**Levels near the Fermi energy in randomly strained hcp-derived ruthenium**

The table holds six Kohn-Sham levels at each of seven mesh points for a two-atom Ru cell, from all-electron FP-LAPW with AM05, without valence relativity, spin-orbit coupling or spin polarisation. The program works out level spacings, Fermi-Dirac occupations, the in-plane anisotropy and the tilt of the $c$ axis, and one parameter-free Sommerfeld estimate of the density of states. Pairs on the plane point c $= 1/2$ are split by 6 to 13 meV against 85 and 87 meV at Γ, while the tilt is a shear of 0.35 % against an in-plane anisotropy of 1.87 %. A spacing of 76 meV at point 3, where no pair is forced, shows that close levels can also be accidental, so the reading of the Γ pairs as strain-split doublets remains a guess. The entropy term gives 0.88 states/eV per atom, averaged over the smearing.

SIRIUS 7.12.0 all-electron FP-LAPW calculation with the AM05 functional for a two-atom Ru cell strained at random at fixed volume, without spin polarisation, valence relativity or spin-orbit coupling. The k mesh is 11×11×6 and the Fermi-Dirac smearing width is 0.1 eV. Levels are given relative to the Fermi energy.

## Program and output

```python
# Table: Kohn-Sham levels (eV, zero at the Fermi energy) at seven k points of strained hcp-derived Ru,
# SIRIUS FP-LAPW, AM05, no valence relativity, no spin-orbit, no spin, Fermi-Dirac 0.1 eV.
# Worked out: spacings, occupations, near-pairs against the strain, one Sommerfeld estimate.
T = {
    'point_a': [0.0, 0.0, 0.1818, -0.4545, 0.0909, 0.0, 0.0909],  # reciprocal cell vector
    'point_b': [0.0, 0.2727, 0.2727, 0.0, 0.3636, -0.4545, 0.0],  # reciprocal cell vector
    'point_c': [0.0, 0.0, 0.0, 0.1667, 0.3333, 0.3333, 0.5],  # reciprocal cell vector
    'level_under_4': [-2.085, -1.567, -3.018, -4.407, -3.821, -4.527, -2.631],  # eV
    'level_under_3': [-1.767, -0.485, -1.909, -3.382, -2.411, -4.134, -2.618],  # eV
    'level_under_2': [-1.387, -0.325, -1.833, -2.765, -1.155, -1.933, -2.298],  # eV
    'level_under_1': [-1.302, -0.004, -0.098, -1.478, -0.167, -0.979, -2.287],  # eV
    'level_over_1': [1.126, 1.722, 1.257, 0.005, 0.031, 0.241, 0.464],  # eV
    'level_over_2': [1.213, 8.175, 1.561, 1.188, 0.995, 1.48, 0.47],  # eV
}
import numpy as np
from itertools import product
from scipy.constants import physical_constants as pc
keys = ['level_under_4', 'level_under_3', 'level_under_2', 'level_under_1', 'level_over_1', 'level_over_2']
E = np.array([T[k] for k in keys], float).T
K = np.array([T['point_a'], T['point_b'], T['point_c']], float).T
# settings and further outputs of the same run
mesh, kT, TS = np.array([11, 11, 6]), 0.1, 0.057968
edges, angles, rmt = (2.674, 2.711, 4.301), (90.2, 89.9, 119.5), 2.46
idx = K * mesh
D = np.diff(E, axis=1)
print('Spacings in eV (rounding +-0.001): u4-u3, u3-u2, u2-u1, u1-o1, o1-o2')
for i in range(len(E)):
    n = np.rint(idx[i]).astype(int)
    print(f'point {i+1} ({n[0]}/11,{n[1]}/11,{n[2]}/6): ' + ' '.join(f'{x:.3f}' for x in D[i]))
print(f'u1-o1 separation: smallest {D[:,3].min():.3f} eV (point {D[:,3].argmin()+1}), largest {D[:,3].max():.3f} eV (point {D[:,3].argmax()+1})')
s = np.sort(D.ravel())
print(f'largest spacing {s[-1]:.3f} eV (point 2, o1-o2); next {s[-2]:.3f} eV; ratio {s[-1]/s[-2]:.2f}')
print(f'highest u1 {E[:,3].max():.3f} eV, lowest o1 {E[:,4].min():.3f} eV, apart by {1e3*(E[:,4].min()-E[:,3].max()):.0f} meV')
for w in (0.01, 0.1, 0.3):
    print(f'levels within {w} eV of the Fermi energy: {(abs(E) < w).sum()} of {E.size}')
f = lambda e, t: 1 / (1 + np.exp(e / t))
print('Occupation (0 to 1) of u1, o1 at width 0.1 eV | at 0.025 eV with levels frozen')
for i in range(len(E)):
    print(f'point {i+1}: {f(E[i,3],kT):.2f} {f(E[i,4],kT):.2f} | {f(E[i,3],0.025):.2f} {f(E[i,4],0.025):.2f}')
p7, p1 = D[6, [0, 2, 4]] * 1e3, D[0, [2, 4]] * 1e3
print('point 7 pair splittings, meV:', ' '.join(f'{x:.0f}' for x in p7), f'mean {p7.mean():.0f}; 1 meV is {100/p7.max():.0f} to {100/p7.min():.0f} % of them')
print('point 1 close pairs, meV:', ' '.join(f'{x:.0f}' for x in p1), f'mean {p1.mean():.0f}; ratio of means {p1.mean()/p7.mean():.1f}')
print('control, smallest spacing at points 2 to 6, meV:', ' '.join(f'{1e3*x:.0f}' for x in D[1:6].min(axis=1)))
def geom(ed, an):
    a, b, c = ed
    ca, cb, cg = np.cos(np.radians(an))
    G = np.array([[a*a, a*b*cg, a*c*cb], [a*b*cg, b*b, b*c*ca], [a*c*cb, b*c*ca, c*c]])
    lam = np.sort(np.sqrt(np.linalg.eigvals(np.linalg.solve([[1, -.5], [-.5, 1]], G[:2, :2])).real))
    tilt = np.arccos(min(1.0, np.sqrt(np.linalg.det(G) / np.linalg.det(G[:2, :2])) / c))
    return G, lam, 100 * (lam[1] - lam[0]) / lam.mean(), 100 * tilt
G, lam, aniso, tilt = geom(edges, angles)
R = np.array([geom(edges, np.array(angles) + 0.05 * np.array(d))[2:] for d in product((-1, 0, 1), repeat=3)])
a0 = np.sqrt(lam.prod())
print(f'volume {np.sqrt(np.linalg.det(G))/2:.2f} A^3/atom; equal-area hexagonal a {a0:.3f} A; c/a {edges[2]/a0:.3f}')
print(f'in-plane anisotropy {aniso:.2f} % ({R[:,0].min():.2f} to {R[:,0].max():.2f} with angles +-0.05 deg)')
print(f'tilt of c {np.degrees(tilt/100):.2f} deg = shear {tilt:.2f} % ({R[:,1].min():.2f} to {R[:,1].max():.2f})')
print(f'anisotropy / tilt {aniso/tilt:.1f} ({(R[:,0]/R[:,1]).min():.1f} to {(R[:,0]/R[:,1]).max():.1f})')
print(f'splitting per % strain: point 1 {p1.mean()/aniso:.0f} meV, point 7 {p7.mean()/tilt:.0f} meV')
V = np.array(list(product((-1, 0, 1), repeat=3)), float)
dist = lambda v: np.sort(np.sqrt(np.einsum('ij,jk,ik->i', v, G, v)))
inpl, outp = dist(V)[1:7], dist(V + [1/3, 2/3, 1/2])[:6]
print('in-plane contacts, A:', ' '.join(f'{x:.3f}' for x in inpl))
print('interlayer contacts if ideal hcp fractions are assumed, A:', ' '.join(f'{x:.3f}' for x in outp))
print(f'spread of the 12 contacts {100*(inpl.max()/outp.min()-1):.1f} %; two sphere radii {2*rmt*pc["Bohr radius"][0]*1e10:.3f} A')
g = TS / (np.pi**2 / 3 * kT**2)
print(f'Sommerfeld: TS {TS:.4f} eV gives {g:.2f} states/eV/cell = {g/2:.2f} states/eV/atom (both spins)')
print(f'rigid-band shift per added electron per atom, order of {2/g:.1f} eV')
print(f'M needs index 11/2 = {11/2:.1f}, K needs 11/3 = {11/3:.2f}: off the mesh; c = 1/2 is index {6//2}: on it')
assert abs(idx - np.rint(idx)).max() < 0.01
assert p7.max() < 20 and p1.min() > 3 * p7.max()
assert D.argmax() == 1 * D.shape[1] + 4
assert aniso > tilt
```

Running it gives:

```
Spacings in eV (rounding +-0.001): u4-u3, u3-u2, u2-u1, u1-o1, o1-o2
point 1 (0/11,0/11,0/6): 0.318 0.380 0.085 2.428 0.087
point 2 (0/11,3/11,0/6): 1.082 0.160 0.321 1.726 6.453
point 3 (2/11,3/11,0/6): 1.109 0.076 1.735 1.355 0.304
point 4 (-5/11,0/11,1/6): 1.025 0.617 1.287 1.483 1.183
point 5 (1/11,4/11,2/6): 1.410 1.256 0.988 0.198 0.964
point 6 (0/11,-5/11,2/6): 0.393 2.201 0.954 1.220 1.239
point 7 (1/11,0/11,3/6): 0.013 0.320 0.011 2.751 0.006
u1-o1 separation: smallest 0.198 eV (point 5), largest 2.751 eV (point 7)
largest spacing 6.453 eV (point 2, o1-o2); next 2.751 eV; ratio 2.35
highest u1 -0.004 eV, lowest o1 0.005 eV, apart by 9 meV
levels within 0.01 eV of the Fermi energy: 2 of 42
levels within 0.1 eV of the Fermi energy: 4 of 42
levels within 0.3 eV of the Fermi energy: 6 of 42
Occupation (0 to 1) of u1, o1 at width 0.1 eV | at 0.025 eV with levels frozen
point 1: 1.00 0.00 | 1.00 0.00
point 2: 0.51 0.00 | 0.54 0.00
point 3: 0.73 0.00 | 0.98 0.00
point 4: 1.00 0.49 | 1.00 0.45
point 5: 0.84 0.42 | 1.00 0.22
point 6: 1.00 0.08 | 1.00 0.00
point 7: 1.00 0.01 | 1.00 0.00
point 7 pair splittings, meV: 13 11 6 mean 10; 1 meV is 8 to 17 % of them
point 1 close pairs, meV: 85 87 mean 86; ratio of means 8.6
control, smallest spacing at points 2 to 6, meV: 160 76 617 198 393
volume 13.57 A^3/atom; equal-area hexagonal a 2.699 A; c/a 1.593
in-plane anisotropy 1.87 % (1.82 to 1.93 with angles +-0.05 deg)
tilt of c 0.20 deg = shear 0.35 % (0.27 to 0.46)
anisotropy / tilt 5.4 (4.0 to 7.3)
splitting per % strain: point 1 46 meV, point 7 29 meV
in-plane contacts, A: 2.674 2.674 2.711 2.711 2.713 2.713
interlayer contacts if ideal hcp fractions are assumed, A: 2.647 2.652 2.652 2.655 2.661 2.668
spread of the 12 contacts 2.5 %; two sphere radii 2.604 A
Sommerfeld: TS 0.0580 eV gives 1.76 states/eV/cell = 0.88 states/eV/atom (both spins)
rigid-band shift per added electron per atom, order of 1.1 eV
M needs index 11/2 = 5.5, K needs 11/3 = 3.67: off the mesh; c = 1/2 is index 3: on it
```
